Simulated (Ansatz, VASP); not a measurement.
# AlNi in VASP and in Ansatz

The input run.py:

```python
from ase.calculators.vasp import Vasp
from ase.dft.bandgap import bandgap
from ase.spacegroup import crystal

atoms = crystal(
    ['Ni', 'Al'],
    basis=[[0.5, 0.5, 0.5], [0.0, 0.0, 0.0]],
    spacegroup=221,
    setting=1,
    cellpar=[2.881, 2.881, 2.881, 90.0, 90.0, 90.0],
    primitive_cell=True,
)
atoms.set_initial_magnetic_moments([1.0, 0.0])
calc = Vasp(
    directory='calc',
    xc='lda',
    pp='LDA',
    setups='materialsproject',
    prec='Accurate',
    encut=520,
    ediff=1e-06,
    ismear=0,
    sigma=0.1,
    lreal=False,
    lasph=True,
    nelm=150,
    algo='Normal',
    isif=2,
    lwave=False,
    lcharg=True,
    ispin=2,
    lorbit=11,
    lmaxmix=4,
    lelf=True,
    lvhar=True,
    kpts=[9, 9, 9],
    gamma=True,
)
atoms.calc = calc

print('energy (eV):', atoms.get_potential_energy())
print('free energy (eV):', atoms.get_potential_energy(force_consistent=True))
print('forces (eV/A):')
print(atoms.get_forces())
print('stress (eV/A^3, Voigt):', atoms.get_stress())
print('Fermi level (eV):', calc.get_fermi_level())
print('moment (muB):', atoms.get_magnetic_moment())
print('site moments (muB):', atoms.get_magnetic_moments())
gap, top, bottom = bandgap(calc)
print('band gap (eV):', gap, 'from (spin, k, band)', top, 'to', bottom)
```

Contents of input.yaml:

```yaml
crystal:
  lattice:
    - [2.881, 0.0, 0.0]
    - [0.0, 2.881, 0.0]
    - [0.0, 0.0, 2.881]
  atoms:
    - { symbol: Ni, position: [0.5, 0.5, 0.5], spin: 1.0 }
    - { symbol: Al, position: [0.0, 0.0, 0.0] }
hamiltonian:
  xc: lda
  pseudopotentials: { kind: paw }
magnetization:
  spin_polarized: true
kpoints:
  mp_grid: { grid: [9, 9, 9] }
scf:
  occupations: { method: gaussian, width: 0.1 }
output:
  forces: true
  stress: true
  eigenvalues: true
  write_density: true
  write_potential: true
  elf: true
  volumetric_format: npy
```

Alike in both runs: task single point; functional LDA; k mesh 9 × 9 × 9; occupations gaussian, width 0.1 eV; collinear spin, ferromagnetic start.

```csv
,VASP,Ansatz
version,VASP 6.6.1,Ansatz 0.2.0
potentials or method,"VASP PAW LDA potentials, release 64 (Ni_pv, Al)",Ansatz PAW
plane-wave cutoff (eV),520,420
valence electrons in the cell,19,21
```

```tsv
	VASP	Ansatz	Ansatz less VASP
gap on the k mesh at the Fermi level (eV)	none	none	-
pressure (GPa)	-9.4	-8.6	+0.84
net moment per atom (μB)	0.00	0.00	0.000
```

A gap of «none» marks a metal or a gap that the smearing closes. The two sets of potentials don't hold the same shells in valence.

Caveats: the PAW data sets come from PBE, with cores solved anew for the run's functional, which leaves a small shift of forces and pressure (Ansatz); the starting moments weren't kept (Ansatz).
